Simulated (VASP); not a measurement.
LiH: single point with r2SCAN

The system is LiH.

```
Li H
1.0
     3.22944    0.00000    0.00000
    -1.61472    2.79677    0.00000
     0.00000    0.00000    4.03733
Li H
2 2
Cartesian
  0.0000 1.8645 1.0093
  1.6147 0.9323 3.0280
  1.6147 0.9323 1.0093
  0.0000 1.8645 3.0280
```

The cell was built by a generator and needn't be a form met in nature.

The cell isn't the ideal one: hydrostatic strain -0.8%.

```json
{
  "Program": "VASP 6.6.1",
  "Task": "single point",
  "Functional": "r2SCAN",
  "Potentials or basis": "VASP PAW PBE potentials, release 64 (Li_sv, H)",
  "Cutoff": "520 eV",
  "k mesh": "12 × 12 × 6",
  "Occupations": "gaussian, width 0.01 eV",
  "Spin": "no spin polarisation"
}
```

```
Band gap on the k mesh : 2.26 eV, indirect (least direct gap 3.59 eV)
```

Levels at points of the mesh, in eV from the valence-band top:
```
           k point  band 2  band 3  band 4  band 5  band 6  band 7
(0.00, 0.00, 0.00)  -45.97   -5.36    0.00    3.59   11.76   11.76
(0.50, 0.00, 0.00)  -45.98   -2.90   -2.10    4.99    7.52    8.06
(0.00, 0.00, 0.50)  -46.00   -3.80   -3.80   10.47   10.47   14.01
(0.50, 0.00, 0.50)  -45.99   -2.53   -2.53    4.91    4.91   10.39
```

Wall time 98 s on 1 thread of Intel(R) Xeon(R) Platinum 8488C (Sapphire Rapids), on a shared host, peak memory 0.15 GiB.

 A k mesh can miss the band edges.
